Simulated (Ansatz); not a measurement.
Recipe of this trial structure of Be4S: random cell by space group and Wyckoff sites (R-3m, No. 166). Lengths were set from tabulated atomic sizes, so they are only a guess.

```
Be S
1.0
     2.20236    1.27153    3.54082
    -2.20236    1.27153    3.54082
     0.00000   -2.54307    3.54082
Be S
4 1
Direct
  0.50000 0.50000 0.00000
  0.00000 0.50000 0.50000
  0.50000 0.00000 0.50000
  0.50000 0.50000 0.50000
  0.00000 0.00000 0.00000
```

The calculation used DFT PBE, scalar-relativistic, plane waves, PAW in Ansatz 0.2.0. Cutoff 420 eV, Gaussian smearing, Γ-centred meshes. Cell and atoms relax first on a coarse mesh and then on a finer one. In between, the cell is made exact in the group found at 0.06 Å. In metals the finer mesh still leaves noise of several meV/atom or more. The steps can't lower the symmetry of their start. No spin polarisation.

A guess keeps its type if space group and coordination stay and the shape of the cell changes little (axis ratios within about 15 %, angles within 6°); the volume may change.

Task: Does it keep its structure type, or change into something else?

Result: It keeps its type. The symmetry stays R-3m (No. 166). The volume per atom grows by 8.6 %, from 11.9 to 12.9 Å³. The shortest distance goes from 2.18 Å (Be–Be) to 2.19 Å (Be–S and Be–Be). The ratio c/a of the conventional cell changes by a factor of 1.10. Counting neighbours within 15 % of an atom's shortest distance, the start has Be 6/8, S 6 and the end Be 6/8, S 6.

Energies over the elements count from the elements' standard structures at the same level, with no fitted energy shifts.

Task: At what energy does it end?

Result: +0.53 eV/atom. The separate elements lie lower, so it is unstable against them.

The last run used a 12×12×12 mesh for its 5-atom cell and Gaussian smearing of 0.10 eV. The reference form of S is held partly by dispersion forces, which this level lacks. A later test with randomly moved atoms led to a structure 523 meV/atom lower, so this end is a saddle point or a shallow minimum.

In counts of neighbours, a slash parts the counts of unlike sites.
